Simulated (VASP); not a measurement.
# HfN (P6_3/mmc) in VASP: notebook, part 2 of 8

VASP 6.6.1. The steps go on from the part before.

## Step 3: Equation of state, PBE, 11.17 Å³/atom

INCAR

```
SYSTEM = HfN
PREC = Accurate ; ENCUT = 900
EDIFF = 1E-8 ; ISMEAR = 0
SIGMA = 0.02 ; LREAL = .FALSE.
LASPH = .TRUE. ; NELM = 100
ALGO = Normal ; ISIF = 2
LWAVE = .FALSE. ; LCHARG = .FALSE.
GGA = PE ; ADDGRID = .FALSE.
```

KPOINTS

```
regular mesh
0
G
  8 8 4
  0 0 0
```

POSCAR

```
HfN
1.0
    3.1022502209      0.0000000000      0.0000000000
   -1.5511251105      2.6866275002      0.0000000000
    0.0000000000      0.0000000000      5.3620491535
Hf N
2 2
Direct
    0.3333333333      0.6666666667      0.2500000000
    0.6666666667      0.3333333333      0.7500000000
    0.0000000000      0.0000000000      0.5000000000
    0.0000000000      0.0000000000      0.0000000000
```

Potentials or basis: VASP PAW PBE potentials, release 64 (Hf_pv, N).

The run is started by

```
$ cat potpaw_PBE.64/Hf_pv/POTCAR potpaw_PBE.64/N/POTCAR > POTCAR
$ mpirun -np 1 vasp_std > vasp.out
```

OUTCAR:

```text
SYSTEM = HfN
   PREC = Accurate
   ENCUT = 900
   EDIFF = 1E-8
   ISMEAR = 0
   LREAL = .FALSE.
   LASPH = .TRUE.
   NELM = 100
   ISIF = 2
   GGA = PE

 ion  position               nearest neighbor table
   1  0.333  0.667  0.250-   3 2.24   4 2.24   3 2.24   4 2.24   3 2.24   4 2.24   2 3.22   2 3.22
                             2 3.22   2 3.22   2 3.22   2 3.22
   2  0.667  0.333  0.750-   3 2.24   4 2.24   3 2.24   4 2.24   3 2.24   4 2.24   1 3.22   1 3.22
                             1 3.22   1 3.22   1 3.22   1 3.22
   3  0.000  0.000  0.500-   1 2.24   2 2.24   2 2.24   1 2.24   2 2.24   1 2.24
   4  0.000  0.000  0.000-   1 2.24   2 2.24   2 2.24   1 2.24   2 2.24   1 2.24

  LATTYP: Found a hexagonal cell.
 ALAT       =     3.1022502209
 C/A-ratio  =     1.7284386402

  Lattice vectors:

 A1 = (   3.1022502209,   0.0000000000,   0.0000000000)
 A2 = (  -1.5511251105,   2.6866275002,   0.0000000000)
 A3 = (   0.0000000000,   0.0000000000,   5.3620491535)

Analysis of symmetry for initial positions (statically):
=====================================================================
 Subroutine PRICEL returns:
 Original cell was already a primitive cell.

 Routine SETGRP: Setting up the symmetry group for a
 hexagonal supercell.

 Subroutine GETGRP returns: Found 24 space group operations
 (whereof 12 operations were pure point group operations)
 out of a pool of 24 trial point group operations.

The static configuration has the point symmetry D_3d.
 The point group associated with its full space group is D_6h.

Analysis of symmetry for dynamics (positions and initial velocities):
=====================================================================
 Subroutine PRICEL returns:
 Original cell was already a primitive cell.

 Routine SETGRP: Setting up the symmetry group for a
 hexagonal supercell.

 Subroutine GETGRP returns: Found 24 space group operations
 (whereof 12 operations were pure point group operations)
 out of a pool of 24 trial point group operations.

The dynamic configuration has the point symmetry D_3d.
 The point group associated with its full space group is D_6h.

 Subroutine INISYM returns: Found 24 space group operations
 (whereof 12 operations are pure point group operations),
 and found     1 'primitive' translations

----------------------------------------------------------------------------------------

                                     Primitive cell

  volume of cell :      44.6905

  direct lattice vectors                    reciprocal lattice vectors
     3.102250221  0.000000000  0.000000000     0.322346661  0.186106931  0.000000000
    -1.551125110  2.686627500  0.000000000     0.000000000  0.372213863  0.000000000
     0.000000000  0.000000000  5.362049154     0.000000000  0.000000000  0.186495866

  length of vectors
     3.102250221  3.102250221  5.362049154     0.372213863  0.372213863  0.186495866

  position of ions in fractional coordinates (direct lattice)
     0.333333333  0.666666667  0.250000000
     0.666666667  0.333333333  0.750000000
     0.000000000  0.000000000  0.500000000
     0.000000000  0.000000000  0.000000000

  ion indices of the primitive-cell ions
   primitive index   ion index
                 1           1
[... 28 lines left out ...]
 Found     30 irreducible k-points:

 Following reciprocal coordinates:
            Coordinates               Weight
  0.000000  0.000000  0.000000      1.000000
  0.125000  0.000000  0.000000      6.000000
  0.250000  0.000000  0.000000      6.000000
  0.375000  0.000000  0.000000      6.000000
  0.500000  0.000000  0.000000      3.000000
  0.125000  0.125000  0.000000      6.000000
[... 16 lines left out ...]
  0.250000  0.000000  0.500000      6.000000
  0.375000  0.000000  0.500000      6.000000
 [... further k-points ...]
   k-points           NKPTS =     30   k-points in BZ     NKDIM =     30   number of bands    NBANDS=     19
   number of dos      NEDOS =    301   number of ions     NIONS =      4
   total plane-waves  NPLWV =  48600
   dimension x,y,z NGX =    30 NGY =   30 NGZ =   54
   dimension x,y,z NGXF=    60 NGYF=   60 NGZF=  108
   ions per type =               2   2
   NGX,Y,Z   is equivalent  to a cutoff of  16.08, 16.08, 16.74 a.u.
   NGXF,Y,Z  is equivalent  to a cutoff of  32.15, 32.15, 33.48 a.u.
 SYSTEM =  HfN
   PREC   = accura    normal or accurate (medium, high low for compatibility)
   ISTART =      0    job   : 0-new  1-cont  2-samecut
   ICHARG =      2    charge: 1-file 2-atom 10-const
   ISPIN  =      1    spin polarized calculation?
   LNONCOLLINEAR =      F non collinear calculations
   LSORBIT =      F    spin-orbit coupling
   LASPH  =      T    aspherical Exc in radial PAW
   ENCUT  =  900.0 eV  66.15 Ry    8.13 a.u.   7.59  7.59 13.12*2*pi/ulx,y,z
   NELM   =    100;   NELMIN=  2; NELMDL= -5     # of ELM steps
   EDIFF  = 0.1E-07   stopping-criterion for ELM
   LREAL  =      F    real-space projection
   EDIFFG = 0.1E-06   stopping-criterion for IOM
   NSW    =      0    number of steps for IOM
   IBRION =     -1    ionic relax: 0-MD 1-quasi-New 2-CG
   NFREE  =      0    steps in history (QN), initial steepest desc. (CG)
   ISIF   =      2    stress and relaxation
   ISYM   =      2    0-nonsym 1-usesym 2-fastsym
   POTIM  = 0.5000    time-step for ionic-motion
   TEBEG  =    0.0;   TEEND  =   0.0 temperature during run
   PSTRESS=    0.0 pullay stress
   NELECT =      30.0000    total number of electrons
   NUPDOWN=      -1.0000    fix difference up-down
   EMIN   =  10.00;   EMAX   =-10.00  energy-range for DOS
   EFERMI =   0.00;   METHOD = LEGACY
   ISMEAR =     0;   SIGMA  =   0.02  broadening in eV -4-tet -1-fermi 0-gaus
   EFERMI_NEDOS =   21; number of points for ismear=-14 and -15
   IALGO  =     38    algorithm
   IMIX   =      4    mixing-type and parameters
     AMIX     =   0.40;   BMIX     =  1.00
     AMIX_MAG =   1.60;   BMIX_MAG =  1.00
  volume/ion in A,a.u.               =      11.17        75.40
  Fermi-wavevector in a.u.,A,eV,Ry     =   1.433431  2.708792 27.956236  2.054725
  Thomas-Fermi vector in A             =   2.552950
   LORBIT       =      0    0 simple, 1 ext, 2 COOP (PROOUT), +10 PAW based schemes
   GGA     = PE    functional components
   LHFCALC =     F    Hartree Fock is set to
   AEXX    =    0.0000 exact exchange contribution
   IVDW    =     0    specifies the selected vdW correction
   LEPSILON=     F    determine dielectric tensor
   LRPA    =     F    only Hartree local field effects (RPA)
 non-spin polarized calculation
 Gauss-broadening in eV      SIGMA  =   0.02
  energy-cutoff  :      900.00
  volume of cell :       44.69
 maximum number of plane-waves:      2762
   NGX = 15   NGY = 15   NGZ = 27

 number of electron      30.0000002 magnetization

 Free energy of the ion-electron system (eV)
  ---------------------------------------------------
  ext. energy  EPLUGINS =         0.00000000
  ---------------------------------------------------
  free energy    TOTEN  =       -43.30245470 eV

  energy without entropy =      -43.30126780  energy(sigma->0) =      -43.30186125

 E-fermi :   8.0396     XC(G=0): -12.9061

 val. band max:        8.0234498943   @ k =   0.3750   0.1250   0.5000
 cond. band min:       8.0533171896   @ k =   0.1250   0.0000   0.2500
 fundamental gap:      0.0298672952
 Fermi energy:         8.0395609852

 k-point     1 :       0.0000    0.0000    0.0000
  band No.  band energies     occupation
      1     -23.4963      2.00000
      2     -22.5319      2.00000
      3     -22.4299      2.00000
      4     -22.4299      2.00000
      5     -22.3637      2.00000
      6     -22.3637      2.00000
[... 505 lines left out ...]
      6     -22.5675      2.00000
[... 11 lines left out ...]
     18      12.4710      0.00000
     19      12.7401      0.00000

 [... further k-points ...]

------------------------ aborting loop because EDIFF is reached ----------------------------------------

  FORCE on cell =-STRESS in cart. coord.  units (eV):
  Direction    XX          YY          ZZ          XY          YZ          ZX
  --------------------------------------------------------------------------------------
  -------------------------------------------------------------------------------------
  Total        3.8336367      3.8336367      3.6745356     -0.0000000      0.0000000      0.0000000
  in kB      137.4378844    137.4378844    131.7340261     -0.0000000      0.0000000      0.0000000
  external PRESSURE =     135.5365983 kB  Pullay stress =       0.0000000 kB

 VOLUME and BASIS-vectors are now :
 -----------------------------------------------------------------------------
  energy-cutoff  :      900.00
  volume of cell :       44.69
      direct lattice vectors                 reciprocal lattice vectors
     3.102250221  0.000000000  0.000000000     0.322346661  0.186106931  0.000000000
    -1.551125110  2.686627500  0.000000000     0.000000000  0.372213863  0.000000000
     0.000000000  0.000000000  5.362049154     0.000000000  0.000000000  0.186495866

 POSITION                                       TOTAL-FORCE (eV/Angst)
 -----------------------------------------------------------------------------------
     -0.00000      1.79109      1.34051        -0.000000      0.000000      0.000000
      1.55113      0.89554      4.02154         0.000000     -0.000000      0.000000
      0.00000      0.00000      2.68102        -0.000000      0.000000      0.000000
      0.00000      0.00000      0.00000        -0.000000      0.000000      0.000000
 -----------------------------------------------------------------------------------
    total drift:                               -0.000000      0.000000     -0.000000

  FREE ENERGIE OF THE ION-ELECTRON SYSTEM (eV)
  ---------------------------------------------------
  free  energy   TOTEN  =       -43.3024547026 eV

  energy  without entropy=      -43.3012678038  energy(sigma->0) =      -43.30186125
```

stdout:

```text
POSCAR found type information on POSCAR HfN
 POSCAR found :  2 types and       4 ions
 scaLAPACK will be used
 LDA part: xc-table for (Slater+PW92), standard interpolation
 POSCAR, INCAR and KPOINTS ok, starting setup
 FFT: planning ... GRIDC
 FFT: planning ... GRID_SOFT
 FFT: planning ... GRID
 WAVECAR not read
 entering main loop
```

It took 83 s on 1 thread of Intel Xeon Platinum 8488C (Sapphire Rapids), shared host; peak memory 0.24 GiB.

Results:

- Free energy: -43.3025 eV
- Pressure: 13.6 GPa
- Band gap on the k mesh: none (metal or under the smearing width)

## Step 4: Equation of state, PBE, 11.86 Å³/atom

INCAR is that of step 3.

KPOINTS is that of step 3.

POSCAR

```
HfN
1.0
    3.1649388323      0.0000000000      0.0000000000
   -1.5824694162      2.7409174302      0.0000000000
    0.0000000000      0.0000000000      5.4704025717
Hf N
2 2
Direct
    0.3333333333      0.6666666667      0.2500000000
    0.6666666667      0.3333333333      0.7500000000
    0.0000000000      0.0000000000      0.5000000000
    0.0000000000      0.0000000000      0.0000000000
```

The run is started by

```
$ cat potpaw_PBE.64/Hf_pv/POTCAR potpaw_PBE.64/N/POTCAR > POTCAR
$ mpirun -np 1 vasp_std > vasp.out
```

Run time: 89 s. Hardware: 1 thread of Intel Xeon Platinum 8488C (Sapphire Rapids), shared host; peak memory 0.24 GiB.

The run converged. Its results:

```yaml
Free_energy: -43.3821 eV
Pressure: -3.5 GPa
Band_gap_on_the_k_mesh: none (metal or under the smearing width)
```

## Step 5: Equation of state, PBE, 11.17 Å³/atom

INCAR

```
SYSTEM = HfN
PREC = Accurate ; ENCUT = 280
EDIFF = 1E-6 ; ISMEAR = 0
SIGMA = 0.05 ; LREAL = .FALSE.
LASPH = .TRUE. ; NELM = 100
ALGO = Normal ; ISIF = 2
LWAVE = .FALSE. ; LCHARG = .FALSE.
GGA = PE ; ADDGRID = .FALSE.
```

KPOINTS

```
regular mesh
0
G
  2 2 1
  0 0 0
```

POSCAR

```
HfN
1.0
    3.1022502209      0.0000000000      0.0000000000
   -1.5511251105      2.6866275002      0.0000000000
    0.0000000000      0.0000000000      5.3620491535
Hf N
2 2
Direct
    0.3333333333      0.6666666667      0.2500000000
    0.6666666667      0.3333333333      0.7500000000
    0.0000000000      0.0000000000      0.5000000000
    0.0000000000      0.0000000000      0.0000000000
```

The run is started by

```
$ cat potpaw_PBE.64/Hf_pv/POTCAR potpaw_PBE.64/N/POTCAR > POTCAR
$ mpirun -np 1 vasp_std > vasp.out
```

It used 3 s of CPU time on 1 thread of Intel(R) Xeon(R) Platinum 8488C (Sapphire Rapids) (shared host), which was overloaded at the time.

The run converged, but a check on its numbers failed (symmetry, net force, bounds or a known fault of this set-up), so they aren't taken as properties of the crystal.

Caveat: the k mesh is coarse (spacing up to 1.17 Å⁻¹), so the values aren't converged; the cutoff lies under the usual one of these potentials, so the numbers hold a large basis-set error; spin-orbit coupling is left out, which moves the levels of the heavy elements.

## Step 6: Equation of state, PBE, 11.86 Å³/atom

INCAR is that of step 5.

KPOINTS is that of step 5.

POSCAR

```
HfN
1.0
    3.1649388323      0.0000000000      0.0000000000
   -1.5824694162      2.7409174302      0.0000000000
    0.0000000000      0.0000000000      5.4704025717
Hf N
2 2
Direct
    0.3333333333      0.6666666667      0.2500000000
    0.6666666667      0.3333333333      0.7500000000
    0.0000000000      0.0000000000      0.5000000000
    0.0000000000      0.0000000000      0.0000000000
```

Potentials or basis: VASP PAW PBE potentials, release 64 (Hf_pv, N).

The run is started by

```
$ cat potpaw_PBE.64/Hf_pv/POTCAR potpaw_PBE.64/N/POTCAR > POTCAR
$ mpirun -np 1 vasp_std > vasp.out
```

It used 4.1 s of CPU time on 1 thread of Intel(R) Xeon(R) Platinum 8488C (Sapphire Rapids) (shared host), which was overloaded at the time.

The run converged, but a check on its numbers failed (symmetry, net force, bounds or a known fault of this set-up), so they aren't taken as properties of the crystal.

Caveat: the k mesh is coarse (spacing up to 1.15 Å⁻¹), so the values aren't converged; the cutoff lies under the usual one of these potentials, so the numbers hold a large basis-set error; spin-orbit coupling is left out, which moves the levels of the heavy elements.

## Step 7: Equation of state, PBE, 11.17 Å³/atom

Changes to INCAR since step 6:

```diff
@@ -1,3 +1,3 @@
 SYSTEM = HfN
-PREC = Accurate ; ENCUT = 280
+PREC = Accurate ; ENCUT = 340
 EDIFF = 1E-6 ; ISMEAR = 0
```

KPOINTS is that of step 6.

POSCAR

```
HfN
1.0
    3.1022502209      0.0000000000      0.0000000000
   -1.5511251105      2.6866275002      0.0000000000
    0.0000000000      0.0000000000      5.3620491535
Hf N
2 2
Direct
    0.3333333333      0.6666666667      0.2500000000
    0.6666666667      0.3333333333      0.7500000000
    0.0000000000      0.0000000000      0.5000000000
    0.0000000000      0.0000000000      0.0000000000
```

The run is started by

```
$ cat potpaw_PBE.64/Hf_pv/POTCAR potpaw_PBE.64/N/POTCAR > POTCAR
$ mpirun -np 1 vasp_std > vasp.out
```

It used 5 s of CPU time on 1 thread of Intel(R) Xeon(R) Platinum 8488C (Sapphire Rapids), with other jobs on the host, which was overloaded at the time.

The run converged, but a check on its numbers failed (symmetry, net force, bounds or a known fault of this set-up), so they aren't taken as properties of the crystal.

Caveat: the k mesh is coarse (spacing up to 1.17 Å⁻¹), so the values aren't converged; the cutoff lies under the usual one of these potentials, so the numbers hold a large basis-set error; spin-orbit coupling is left out, which moves the levels of the heavy elements.

## Step 8: Equation of state, PBE, 11.86 Å³/atom

INCAR is that of step 7.

KPOINTS is that of step 7.

POSCAR

```
HfN
1.0
    3.1649388323      0.0000000000      0.0000000000
   -1.5824694162      2.7409174302      0.0000000000
    0.0000000000      0.0000000000      5.4704025717
Hf N
2 2
Direct
    0.3333333333      0.6666666667      0.2500000000
    0.6666666667      0.3333333333      0.7500000000
    0.0000000000      0.0000000000      0.5000000000
    0.0000000000      0.0000000000      0.0000000000
```

The run is started by

```
$ cat potpaw_PBE.64/Hf_pv/POTCAR potpaw_PBE.64/N/POTCAR > POTCAR
$ mpirun -np 1 vasp_std > vasp.out
```

It used 3.8 s of CPU time on 1 thread of Intel(R) Xeon(R) Platinum 8488C (Sapphire Rapids), with other jobs on the host, which was overloaded at the time.

The run converged, but a check on its numbers failed (symmetry, net force, bounds or a known fault of this set-up), so they aren't taken as properties of the crystal.

Caveat: the k mesh is coarse (spacing up to 1.15 Å⁻¹), so the values aren't converged; the cutoff lies under the usual one of these potentials, so the numbers hold a large basis-set error; spin-orbit coupling is left out, which moves the levels of the heavy elements.

## Step 9: Equation of state, PBE, 11.17 Å³/atom

Changes to INCAR since step 8:

```diff
@@ -1,3 +1,3 @@
 SYSTEM = HfN
-PREC = Accurate ; ENCUT = 340
+PREC = Accurate ; ENCUT = 400
 EDIFF = 1E-6 ; ISMEAR = 0
```

KPOINTS is that of step 8.

POSCAR

```
HfN
1.0
    3.1022502209      0.0000000000      0.0000000000
   -1.5511251105      2.6866275002      0.0000000000
    0.0000000000      0.0000000000      5.3620491535
Hf N
2 2
Direct
    0.3333333333      0.6666666667      0.2500000000
    0.6666666667      0.3333333333      0.7500000000
    0.0000000000      0.0000000000      0.5000000000
    0.0000000000      0.0000000000      0.0000000000
```

Potentials or basis: VASP PAW PBE potentials, release 64 (Hf_pv, N).

The run is started by

```
$ cat potpaw_PBE.64/Hf_pv/POTCAR potpaw_PBE.64/N/POTCAR > POTCAR
$ mpirun -np 1 vasp_std > vasp.out
```

It used 4.5 s of CPU time on 1 thread of Intel(R) Xeon(R) Platinum 8488C (Sapphire Rapids), with other jobs on the host, which was overloaded at the time.

These settings aren't checked as converged: the numbers below hold their error.

Results:

```yaml
Free_energy: -42.3346 eV
Band_gap_on_the_k_mesh: 1.27 eV, direct
```

Caveat: the k mesh is coarse (spacing up to 1.17 Å⁻¹), so the values aren't converged; the cutoff is under 1.25 times the usual one of these potentials, so pressure, stress and relaxed cells hold a basis-set (Pulay) error; spin-orbit coupling is left out, which moves the levels of the heavy elements.

## Step 10: Equation of state, PBE, 11.86 Å³/atom

INCAR is that of step 9.

KPOINTS is that of step 9.

POSCAR

```
HfN
1.0
    3.1649388323      0.0000000000      0.0000000000
   -1.5824694162      2.7409174302      0.0000000000
    0.0000000000      0.0000000000      5.4704025717
Hf N
2 2
Direct
    0.3333333333      0.6666666667      0.2500000000
    0.6666666667      0.3333333333      0.7500000000
    0.0000000000      0.0000000000      0.5000000000
    0.0000000000      0.0000000000      0.0000000000
```

The run is started by

```
$ cat potpaw_PBE.64/Hf_pv/POTCAR potpaw_PBE.64/N/POTCAR > POTCAR
$ mpirun -np 1 vasp_std > vasp.out
```

It used 4.3 s of CPU time on 1 thread of Intel(R) Xeon(R) Platinum 8488C (Sapphire Rapids), on a shared host, which was overloaded at the time.

The run converged, but some of its settings lie outside the range that counts as converged, so its numbers aren't taken as properties of the crystal.

Results:

| Property | Result |
| --- | --- |
| Free energy | -42.4496 eV |
| Band gap on the k mesh | 1.20 eV, direct |

Caveat: the k mesh is coarse (spacing up to 1.15 Å⁻¹), so the values aren't converged; the cutoff is under 1.25 times the usual one of these potentials, so pressure, stress and relaxed cells hold a basis-set (Pulay) error; spin-orbit coupling is left out, which moves the levels of the heavy elements.

## Step 11: Equation of state, PBE, 11.17 Å³/atom

Changes to INCAR since step 10:

```diff
@@ -1,3 +1,3 @@
 SYSTEM = HfN
-PREC = Accurate ; ENCUT = 400
+PREC = Accurate ; ENCUT = 460
 EDIFF = 1E-6 ; ISMEAR = 0
```

KPOINTS is that of step 10.

POSCAR

```
HfN
1.0
    3.1022502209      0.0000000000      0.0000000000
   -1.5511251105      2.6866275002      0.0000000000
    0.0000000000      0.0000000000      5.3620491535
Hf N
2 2
Direct
    0.3333333333      0.6666666667      0.2500000000
    0.6666666667      0.3333333333      0.7500000000
    0.0000000000      0.0000000000      0.5000000000
    0.0000000000      0.0000000000      0.0000000000
```

The run is started by

```
$ cat potpaw_PBE.64/Hf_pv/POTCAR potpaw_PBE.64/N/POTCAR > POTCAR
$ mpirun -np 1 vasp_std > vasp.out
```

It used 4.7 s of CPU time on 1 thread of Intel(R) Xeon(R) Platinum 8488C (Sapphire Rapids), with other jobs on the host, which was overloaded at the time.

These settings aren't checked as converged: the numbers below hold their error.

Results:

```yaml
Free_energy: -42.3598 eV
Pressure: 14.2 GPa
Band_gap_on_the_k_mesh: 1.27 eV, direct
```

Caveat: the k mesh is coarse (spacing up to 1.17 Å⁻¹), so the values aren't converged; the cutoff is under 1.25 times the usual one of these potentials, so pressure, stress and relaxed cells hold a basis-set (Pulay) error; spin-orbit coupling is left out, which moves the levels of the heavy elements.

[end of part 2 of 8]
